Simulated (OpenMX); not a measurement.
Runs of OpenMX 3.8.5 on ZrSe2. Symmetry: P-3m1, No. 164, trigonal system. Conventional cell: a = 3.798 Å, b = 3.798 Å, c = 6.192 Å, α = 90.00°, β = 90.00°, γ = 120.00°. Around Zr (site symmetry -3m) lie 6 Se at 2.68 Å. Se (site symmetry 3m) is surrounded by 3 Zr at 2.68 Å. 

```csv
task,potentials or basis,spin,k mesh,SCF threshold,"grid points, held for all volumes",max SCF cycles,gap on the mesh (eV),pressure (GPa),V0 of scaled cells (Å³/atom),B0 (GPa),largest force (eV/Å)
equation of state,"OpenMX 2013 PBE set, Zr7.0-s3p2d1, Se7.0-s3p2d1, fixed grid of 40 × 40 × 75 points",off,9 × 9 × 5,1e-08 Ha,40 × 40 × 75,-,-,-,26.90,73,-
band structure,"OpenMX 2013 PBE set, Zr7.0-s3p2d2, Se7.0-s3p2d2, grid cutoff 400 Ry","non-collinear, zero start, SOC",7 × 7 × 5,1e-07 Ha,-,100,(c),-,-,-,0.63
band structure,"OpenMX 2013 PBE set, Zr7.0-s3p2d2, Se7.0-s3p2d2, grid cutoff 400 Ry",off,9 × 9 × 5,1e-08 Ha,-,100,0.27,(a),-,-,0.63
band structure,"OpenMX 2013 PBE set, Zr7.0-s3p2d1, Se7.0-s3p2d1, grid cutoff 400 Ry",off,9 × 9 × 5,1e-08 Ha,-,100,0.29,3.4,-,-,0.69
equation of state,"OpenMX 2013 PBE set, Zr7.0-s3p2d2, Se7.0-s3p2d2, fixed grid of 40 × 40 × 75 points",off,9 × 9 × 5,1e-08 Ha,40 × 40 × 75,-,-,-,(b),72,-
```

Alike in all rows: level PBE; cell as given; smearing fermi-dirac 0.05 eV.

Question: Estimate the missing entries.

Answer: (a) 3.2; (b) 26.84; (c) 0.14.

Caveats: this functional lacks dispersion, which binds the layers, so the pressure and a relaxed spacing across them are unreliable; the basis of atomic orbitals isn't converged, which shifts pressures, moduli and gaps; volumes in these bases differ from converged ones by about 1 %, for some elements by several (some runs); the cell was scaled at fixed shape and fractional positions, which overstates the stiffness of a crystal with free parameters, most of all of layers and chains (some runs); total energies with and without spin-orbit coupling shouldn't be compared in this program (some runs).

A k mesh can miss the band edges, and rows without SOC leave out spin-orbit coupling on Se, Zr.
